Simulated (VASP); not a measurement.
Set up this calculation in VASP 6.6.1, as the native input.

| Item | Value |
| --- | --- |
| Task | relaxation of cell and atoms |
| Functional | PBE |
| Potentials or basis | VASP PAW PBE potentials, release 64 (Bi_d, S) |
| Cutoff | 600 eV |
| k mesh | 8 × 8 × 8 |
| Occupations | fermi-dirac, width 0.05 eV |
| Spin | no spin polarisation |
| Target pressure | 5 GPa |
| Further INCAR settings | ALGO = Normal; EDIFF = 1e-06; IBRION = 2; EDIFFG = -0.01; NSW = 60; ISIF = 3 |
| Target pressure | 5 GPa |

The structure of BiS lies in POSCAR:

```
BiS
1.0
    2.1092708700      1.2177881000      3.5004874800
   -2.1092708700      1.2177881000      3.5004874800
    0.0000000000     -2.4355762100      3.5004874800
Bi S
1 1
Direct
    0.0000000000      0.0000000000      0.0000000000
    0.5000000000      0.5000000000      0.5000000000
```

The cell was built by a generator and needn't be a form met in nature.

These files were run (other wordings do the same):

INCAR

```
ALGO = Normal
EDIFF = 1E-6
EDIFFG = -0.01
ENCUT = 600
GGA = PE
IBRION = 2
ISIF = 3
ISMEAR = -1
LASPH = True
LCHARG = False
LREAL = False
LWAVE = False
NELM = 80
NSW = 60
PREC = Accurate
PSTRESS = 50
SIGMA = 0.05
```

KPOINTS

```
k-points
0
Gamma
  8 8 8
```

Potentials or basis: VASP PAW PBE potentials, release 64 (Bi_d, S).

Command:

```bash
$ cat potpaw_PBE.64/Bi_d/POTCAR potpaw_PBE.64/S/POTCAR > POTCAR
$ mpirun -np 1 vasp_std > vasp.out
```

It gave:

```yaml
Relaxed_volume: 23.45 Å³/atom
Relaxed_cell: a = 4.500 Å, b = 4.500 Å, c = 4.500 Å, α = 48.52°, β = 48.52°, γ = 48.52°
Space_group_after_relaxing_to_0.05_Å: R-3m (No. 166)
Energy_change_on_relaxing_the_enthalpy_is_what_falls: -30.5 meV/atom
Ionic_steps: 17
Pressure_after_relaxing: 5.0 GPa
Band_gap_on_the_k_mesh: none (metal or under the smearing width)
```

Caveat: the cell is relaxed towards a set pressure, so the enthalpy falls and the energy may rise; spin-orbit coupling is left out, which moves the levels of the heavy elements.

Wall time 6.1 min on 1 thread of Intel(R) Xeon(R) Platinum 8375C CPU @ 2.90GHz (Ice Lake) (shared host), peak memory 0.25 GiB.
